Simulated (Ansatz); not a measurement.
CoPt (L1₀ or tetragonal B2, P4/mmm) under volume change, plane-wave PAW PBEsol (Ansatz code), shape and atoms relaxed at each volume.

```csv
V (Å³/atom),E − E(relaxed) (meV/atom),P (GPa)
11.779,99.8,30.09
12.167,___,___
12.555,___,___
12.943,0.0,0.00
13.332,8.7,-6.93
13.720,32.6,-12.61
14.108,69.0,-17.29
```

Fill in the missing entries.


- 12.555, E − E(relaxed) (meV/atom): 9.8
- 12.555, P (GPa): 8.34
- 12.167, E − E(relaxed) (meV/atom): 41.7
- 12.167, P (GPa): 18.26

What does a third-order Birch–Murnaghan fit give for V₀, B₀ and B′?

V₀ = 12.94 Å³/atom, B₀ = 251 GPa, B′ = 5.1.

Symmetry was held in the PBEsol relaxation. Magnetic state: ferromagnetic, chosen from 5 collinear starts compared on coarse meshes (ties went to the first, and starts can fall back to one state), not a proven ground state. Textbook magnetic order: ferromagnetic. Scalar-relativistic: spin–orbit coupling is off unless named, which matters more the heavier the elements.

Potentials: the later of the program's two PAW sets.
